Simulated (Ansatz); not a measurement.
**CdS (Hawleyite) under changes of volume**

One of the cells (24.808 Å³/atom); the others are scaled copies at fixed shape and fractional positions:

```
Cd S
1.0
     0.00000    2.91650    2.91650
     2.91650    0.00000    2.91650
     2.91650    2.91650    0.00000
Cd S
1 1
Direct
  0.00000 0.00000 0.00000
  0.75000 0.75000 0.75000
```

- Program: Ansatz 0.2.0
- Functional: BLYP
- Dispersion: D4
- Potentials or basis: Ansatz PAW
- Cutoff: 420 eV (not typed: the program's choice for these potentials)
- k mesh: 8 × 8 × 8
- Occupations: fermi-dirac, width 0.05 eV
- Spin: no spin polarisation

```tsv
volume (Å³/atom)	energy over the lowest point (meV/atom)	pressure (GPa)	gap on the mesh (eV)
23.319	39.00	6.2	1.24
23.815	22.34	4.6	1.19
24.312	10.62	3.0	1.14
24.808	3.33	1.7	1.09
25.304	0.00	0.5	1.05
25.800	?	?	?
26.296	3.64	-1.6	0.95
```

Task: What does the run at 25.800 Å³/atom give?

Result: Energy over the lowest point 0.23 meV/atom; pressure -0.6 GPa; gap on the mesh 1.00 eV.

Worked out: A Birch-Murnaghan fit of order 3 (a polynomial in V^(-2/3)) to the other rows has its minimum at 25.52 Å³/atom with B0 = V·E''(V) = 56 GPa and B' = 4.6. It gives 0.23 meV/atom at 25.800 Å³/atom, against the run's 0.23, and -dE/dV = -0.6 GPa, against -0.6. A straight line through the other rows of the gap, of slope -2.4 eV per unit of ln V (its deformation potential), gives 1.00 eV, against the run's 1.00.

Energies are extrapolated to zero smearing.

Caveats: the PAW data sets come from PBE, with cores solved anew for the run's functional, which leaves a small shift of forces and pressure.

Spin-orbit coupling on Cd is left out.
